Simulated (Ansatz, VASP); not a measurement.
**Two plane-wave programs on SiC**

```
Si C
1.0
     3.07536    0.00000    0.00000
    -1.53768    2.66334    0.00000
     0.00000    0.00000    5.19955
Si C
2 2
Direct
  0.33333 0.66667 0.00061
  0.66667 0.33333 0.50061
  0.33333 0.66667 0.37439
  0.66667 0.33333 0.87439
```

Change from the starting cell: uniaxial_z strain +3.0%.

Alike in both runs: task single point; functional r2SCAN; k mesh 12 × 12 × 6; no spin polarisation.

|  | VASP | Ansatz |
| --- | --- | --- |
| version | VASP 6.6.1 | Ansatz 0.2.0 |
| potentials or method | VASP PAW PBE potentials, release 64 (Si, C) | plane waves, PAW |
| plane-wave cutoff (eV) | 520 | 500 |
| occupations | gaussian, width 0.01 eV | fixed |
| valence electrons in the cell | 16 | 16 |

|  | VASP | Ansatz | Ansatz less VASP |
| --- | --- | --- | --- |
| gap on the k mesh at the Fermi level (eV) | 2.51 | 2.50 | -0.004 |
| pressure (GPa) | -6.3 | -6.1 | +0.16 |
| largest component of the traceless stress (GPa) | 9.94 | 9.89 | -0.051 |

Caveats: the PAW data sets were made with another functional, which shifts forces and pressure a little (VASP). A k mesh can miss the band edges.
